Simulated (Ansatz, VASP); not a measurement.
SrO: VASP beside Ansatz

INCAR

```
AGGAC = 1.0 ; AGGAX = 1.0
ALDAC = 0.0 ; ALDAX = 1.0
ALGO = Normal ; EDIFF = 1E-6
ENCUT = 520 ; GGA = B5
ISIF = 2 ; ISMEAR = -1
IVDW = 12 ; LASPH = T
LCHARG = F ; LREAL = F
LWAVE = F ; NBANDS = 15
NELM = 80 ; PREC = Accurate
SIGMA = 0.1 ; VDW_A1 = 0.4298
VDW_A2 = 4.2359 ; VDW_S6 = 1.0
VDW_S8 = 2.6996
```

KPOINTS

```
k-points
0
Gamma
  9 9 9
```

Contents of POSCAR:

```
SrO
1.0
    0.0000000000      2.5316160200      2.5316160200
    2.5316160200      0.0000000000      2.5316160200
    2.5316160200      2.5316160200      0.0000000000
Sr O
1 1
Direct
    0.5000000000      0.5000000000      0.5000000000
    0.0000000000      0.0000000000      0.0000000000
```

File input.yaml:

```yaml
crystal:
  lattice:
    - [0.0, 2.53161602, 2.53161602]
    - [2.53161602, 0.0, 2.53161602]
    - [2.53161602, 2.53161602, 0.0]
  atoms:
    - { symbol: Sr, position: [0.5, 0.5, 0.5] }
    - { symbol: O, position: [0.0, 0.0, 0.0] }
hamiltonian:
  xc: blyp
  pseudopotentials: { kind: paw }
  dispersion: d3bj
kpoints:
  mp_grid: { grid: [9, 9, 9] }
scf:
  occupations: { method: fermi_dirac, width: 0.1 }
output:
  forces: true
  stress: true
  eigenvalues: true
  write_density: true
  write_potential: true
  elf: true
  volumetric_format: npy
```

Change from the starting cell: volume scaled by 0.96.

Alike in both runs: task single point; functional BLYP; dispersion D3(BJ); k mesh 9 × 9 × 9; occupations fermi-dirac, width 0.1 eV; no spin polarisation.

|  | VASP | Ansatz |
| --- | --- | --- |
| version | VASP 6.6.1 | Ansatz 0.2.0 |
| potentials or method | VASP PAW PBE potentials, release 64 (Sr_sv, O) | Ansatz PAW |
| plane-wave cutoff (eV) | 520 | 420 |
| valence electrons in the cell | 16 | 16 |

VASP gave:

| Property | Result |
| --- | --- |
| gap on the k mesh at the Fermi level (eV) | 3.42 |
| least direct gap on the mesh (eV) | 3.48 |
| pressure (GPa) | 5.5 |
| dispersion energy (meV/atom) | -615.3 |

Estimate Ansatz's values.

gap on the k mesh at the Fermi level (eV): 3.49; least direct gap on the mesh (eV): 3.54; pressure (GPa): 4.7; dispersion energy (meV/atom): -615.4.

Caveats: the PAW data sets were made with another functional, which shifts forces and pressure a little (VASP); an odd mesh through Γ misses points on the zone boundary, where band edges often lie (VASP); odd divisions of the mesh miss points on the zone boundary, where band edges often lie, so the gap on the mesh can be too wide (Ansatz); the pressure holds a Pulay correction of +0.5 GPa for the finite cutoff (Ansatz); the PAW data sets come from PBE, with cores solved anew for the run's functional, which leaves a small shift of forces and pressure (Ansatz).
